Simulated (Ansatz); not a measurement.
Ge:

```xyz
2
Lattice="-2.5745 2.5745 1.3974 2.5745 -2.5745 1.3974 2.5745 2.5745 -1.3974" Properties=species:S:1:pos:R:3 pbc="T T T"
Ge    0.0000    0.0000    1.3974
Ge    2.5745    0.0000    0.6987
```

This isn't the form of Ge at room conditions, which is diamond.

A run of Ansatz 0.2.0 on this cell left the log below. Logs are shortened: lines on timing, memory, paths and dates and some standing lists are left out, and cuts for length are marked.

```text
Warning: RAYON_NUM_THREADS=2 ignored (pool sized by the plan → 2); use --threads N
scf.n_extra_bands = 6 over 28 filled bands (N_el = 28.0): the run solves 34 bands
Engine: ansatz 0.2.0, aarch64-unknown-linux-gnu
Pseudopotentials: kind: paw_fr
Pseudopotential: Ge, paw_fr, valence charge 14, recommended cutoff 420 eV (normal), Ge.paw.azcp#standard-fr
Functional definition: SPW92
  exchange = slater_x
  correlation = pw_c
non-collinear run that drives no moment, with spin-orbit: no starting moment large enough to seed its density (crystal.atoms[].spin), no starting occupations that ask for one, no magnetisation constraint and no magnetic field, so the semilocal B_xc is pinned to zero
Crystal: 2 atoms, lattice volume = 37.048 Å³
Basis set: ecut = 420 eV, 733 PW (Γ)
Bands: 34, of which v1, the nominal top of the filled ones, is band 28 counted from 1 (27 counted from 0)
Symmetry: 16 space group operations + 16 with time reversal
Magnetic group: BNS 141.552 (UNI 1212), of the structure as read, at distance tolerance 3.3e-5 Å
k-points: 59 of 512
Projection manifold: j_resolved (fully-relativistic pseudo-atomic orbitals)
Non-local potential: Ge, projectors of the file, l = 0: 2, l = 1: 4, l = 2: 6, l = 3: 2
PAW form: soft (Blöchl's): semilocal exchange-correlation on the pseudo side does not see the compensation charge
PAW frozen core: Ge, regenerated for the run's functional, and the local potential with it (the file was generated under x = pbe(κ = 0.804, μ = 0.2195149727645171), c = pbe(β = 0.06672455060314922))
PAW one-centre angular grid: Ge, 590 points (default); XC on 64 Gauss nodes
Initial density: superposition of atomic densities (chi_scale 0.1, normalization cell)
Initial wavefunctions: pseudopotential atomic-orbital guess
Functional: x = slater, c = lda
[... 12 lines left out ...]
Absolute magnetization: 0.0000 μB (∫|m|)
  site 0: m = (+0.0000, +0.0000, +0.0000) μB, |m| = 0.0000 μB  (R = 1.10 Å)
  site 1: m = (+0.0000, +0.0000, +0.0000) μB, |m| = 0.0000 μB  (R = 1.10 Å)
Free energy (F): -8431.232560 eV
Harris-Foulkes:  -8431.232560 eV  (|F-HF|=1.13e-9)
Internal energy: -8431.224904 eV  (E = F + TS)
E sigma→0 (E₀):  -8431.228732 eV
Entropy (-TS):   -0.007656 eV (-3.828 meV/atom)
Fermi energy:    10.798349 eV
--- Per-component energies (eV) ---
  E_band       = -232.752527
  E_kinetic    = 223.236519
  E_local      = -4299.565230  (includes V_loc(G=0)·N_el)
  E_nonlocal   = 839.175325
  E_hartree    = 1880.689465
  E_xc         = -151.113146
  E_vxc        = -131.031758  (∫ρ·V_xc dr)
  E_paw        = -3878.674001  (= ΣΔE_a)
  E_vpaw       = -625.949125  (= ΣTr[D̂ρ^β])
  E_aug_tail   = 0.000557  (compensation charges beyond the density's cutoff)
  E_ewald      = -3048.802751
  E_core_change = 3.828358  (= ΣΔE_core)
  E_smearing   = -0.007656  (= −TS)
  E_closure    = 0.000000  (closes the sum)
  Σ components = -8431.232560   (vs F -8431.232560, Δ=0.00e0)
--- Forces (eV/Å), atoms counted from 1 ---
  atom   1  Ge    -0.00000000     0.00000000     0.00000000
  atom   2  Ge    -0.00000000     0.00000000     0.00000000
  max |Σ_I F_I| component: 1.04e-17 eV/Å
--- Stress (GPa, compression-positive) ---
       -4.155904       0.000000       0.000000
        0.000000      -4.155904       0.000000
       -0.000000       0.000000       0.499959
  P = ⅓ Tr σ = -2.6039 GPa (-26.039 kbar)
--- Band table (eV; the first three rows and the last of 59) ---
  k-point 0: bands = ["-14.2023", "-14.2023", "-14.1926", "-14.1926", "-14.1732", "-14.1732", "-14.1417", "-14.1417", "-13.6248", "-13.6248", "-13.6200", "-13.6200", "-13.6004", "-13.6004", "-13.5823", "-13.5823", "-13.5169", "-13.5169", "-13.4712", "-13.4712", "-2.4607", "-2.4607", "6.6718", "6.6718", "8.4396", "8.4396", "8.6113", "8.6113", "14.2184", "14.2184", "18.1751", "18.1751", "18.4992", "18.4992"]
  k-point 1: bands = ["-14.1983", "-14.1983", "-14.1924", "-14.1924", "-14.1741", "-14.1741", "-14.1412", "-14.1412", "-13.6249", "-13.6249", "-13.6199", "-13.6199", "-13.6016", "-13.6016", "-13.5753", "-13.5753", "-13.5196", "-13.5196", "-13.4769", "-13.4769", "-2.2886", "-2.2886", "5.4139", "5.4139", "8.7071", "8.7071", "9.4119", "9.4119", "15.0872", "15.0872", "16.8526", "16.8526", "17.5159", "17.5159"]
  k-point 2: bands = ["-14.1917", "-14.1917", "-14.1882", "-14.1882", "-14.1753", "-14.1753", "-14.1411", "-14.1411", "-13.6286", "-13.6286", "-13.6131", "-13.6131", "-13.6026", "-13.6026", "-13.5605", "-13.5605", "-13.5283", "-13.5283", "-13.4913", "-13.4913", "-1.7730", "-1.7730", "3.5311", "3.5311", "9.2728", "9.2728", "10.4627", "10.4627", "14.8811", "14.8811", "15.8640", "15.8640", "17.3767", "17.3767"]
  k-point 58: bands = ["-14.1951", "-14.1951", "-14.1951", "-14.1951", "-14.1392", "-14.1392", "-14.1392", "-14.1392", "-13.6223", "-13.6223", "-13.6223", "-13.6223", "-13.5584", "-13.5584", "-13.5584", "-13.5584", "-13.5415", "-13.5415", "-13.5415", "-13.5415", "1.9256", "1.9256", "1.9256", "1.9256", "4.9816", "4.9816", "4.9816", "4.9816", "16.9807", "16.9807", "16.9807", "16.9807", "21.7114", "21.7114"]
```

Q: What input gives this log?

A: Band structure with LDA, spin-orbit coupling, no magnetisation. The files as run (others can give the same):

input.yaml
```yaml
crystal:
  lattice:
    - [-2.574489719, 2.574489719, 1.3974126432]
    - [2.574489719, -2.574489719, 1.3974126432]
    - [2.574489719, 2.574489719, -1.3974126432]
  atoms:
    - { symbol: Ge, position: [0.5, 0.5, 0.0] }
    - { symbol: Ge, position: [0.25, 0.75, 0.5] }
hamiltonian:
  xc: lda
  pseudopotentials: { kind: paw_fr }
magnetization:
  noncollinear: true
  spin_orbit: true
kpoints:
  mp_grid: { grid: [8, 8, 8] }
  band_path:
    path:
      - [[0.0, 0.0, 0.0], [0.0, 0.0, 0.5], [-0.5, 0.5, 0.5], [0.0, 0.0, 0.0], [0.323655812, 0.323655812, -0.323655812], [0.25, 0.25, 0.25], [0.0, 0.5, 0.0], [-0.323655812, 0.676344188, 0.323655812], [-0.5, 0.5, 0.5]]
      - [[0.0, 0.0, 0.5], [0.25, 0.25, 0.25]]
    npoints: 14
scf:
  occupations: { method: fermi_dirac, width: 0.05 }
  n_extra_bands: 6
output:
  forces: true
  stress: true
  eigenvalues: true
  fatbands: false
```

Potentials or basis: Ansatz PAW.
Run with:
```console
$ ansatz run input.yaml --threads 2 --pin off --max-ram 5632MiB --backend cpu --events-out ev --progress --plain --runs-dir out
```

Caveat: the PAW data sets come from PBE, with cores solved anew for the run's functional, which leaves a small shift of forces and pressure.
